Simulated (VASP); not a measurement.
**VASP inputs for BN (zincblende)**

INCAR

```
PREC = Accurate
ISMEAR = 0
LELF = .TRUE.
NELM = 120
ISIF = 2
LCHARG = .TRUE.
NSW = 0
ALGO = Normal
SIGMA = 0.01
LWAVE = .FALSE.
ENCUT = 520
LASPH = .TRUE.
EDIFF = 1E-7
LREAL = .FALSE.
NBANDS = 11
METAGGA = R2SCAN
IBRION = -1
```

KPOINTS

```
KPOINTS created by Atomic Simulation Environment
0
Gamma
12 12 12
0 0 0
```

KPOINTS_OPT

```
special points
6
Reciprocal
0.0000000000 0.0000000000 0.0000000000 1
0.5000000000 0.0000000000 0.5000000000 1
0.5000000000 0.2500000000 0.7500000000 1
0.3750000000 0.3750000000 0.7500000000 1
0.5000000000 0.5000000000 0.5000000000 1
0.6250000000 0.2500000000 0.6250000000 1
```

POSCAR

```
B  N
 1.0000000000000000
     0.0000000000000000    1.8048254637186480    1.8048254637186480
     1.8048254637186480   -0.0000000000000000    1.8048254637186480
     1.8048254637186480    1.8048254637186480    0.0000000000000000
 B   N
   1   1
Cartesian
  0.0000000000000000  0.0000000000000000 -0.0000000000000000
  0.9024127318593240  0.9024127318593240  0.9024127318593240
```

VASP ran with the recommended PBE PAW datasets (8 valence electrons in the cell).

Problem. Estimate the main results of this run.

Solution. gap between bands v and c 4.98 eV; least direct gap 9.55 eV; pressure 1.1 GPa.

Band v is the last that the valence electrons fill when counted band by band, and c is the next. Levels in eV from the top of v:

```json
{"point": "Γ", "v−1": "0.00", "v": "0.00", "c": "9.55", "c+1": "9.55"}
{"point": "X", "v−1": "-5.12", "v": "-5.12", "c": "4.98", "c+1": "9.84"}
{"point": "W", "v−1": "-7.25", "v": "-6.72", "c": "10.35", "c+1": "14.31"}
{"point": "K", "v−1": "-7.94", "v": "-4.25", "c": "7.52", "c+1": "13.73"}
{"point": "L", "v−1": "-2.02", "v": "-2.02", "c": "10.85", "c+1": "11.49"}
```
